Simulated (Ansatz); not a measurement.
# Sb: the cost of one run

Method: DFT PBEsol, scalar-relativistic, plane waves, PAW, in Ansatz 0.2.0.

1 further run of the same task is left out (set aside as unsound or not needed).

## Step 1: Starting point

Symmetry: Pm-3m, No. 221, cubic system. Conventional cell: a = 3.160 Å, b = 3.160 Å, c = 3.160 Å, α = 90.00°, β = 90.00°, γ = 90.00°. Sb (site symmetry m-3m) has 6 Sb at 3.16 Å as nearest neighbours.

Structure file:

```
Sb
1.0
     3.16000    0.00000    0.00000
     0.00000    3.16000    0.00000
     0.00000    0.00000    3.16000
Sb
1
Direct
  0.00000 0.00000 0.00000
```

The structure comes from the Crystallography Open Database.

## Step 2: A distortion of lower symmetry

The change: strain xx, yy, zz, yz, xz, xy = -5.2, +1.9, -4.2, +0.0, +0.0, -6.0 %.

input.yaml reads:

```yaml
crystal:
  lattice:
    - [2.9943844, -0.1896, 0.0]
    - [-0.1896, 3.2189656, 0.0]
    - [0.0, 0.0, 3.0279436]
  atoms:
    - { symbol: Sb, position: [0.0, 0.0, 0.0] }
basis:
  ecutwfc: 420
kpoints:
  mp_grid: { grid: [12, 12, 12] }
hamiltonian:
  xc: pbesol
scf:
  occupations: { method: gaussian, width: 0.1 }
output:
  forces: true
  stress: true
  eigenvalues: true
  populations: true
```

Launch:

```bash
$ ansatz run input.yaml --threads 1 --pin off --max-ram 1331MiB --backend cpu --events-out ev --progress --plain --runs-dir out
```

**Question.** How long does this run take on 1 thread of an x86-64 CPU, shared host, and how much memory does it need?

About 8.5 s, with a peak of 0.49 GiB.
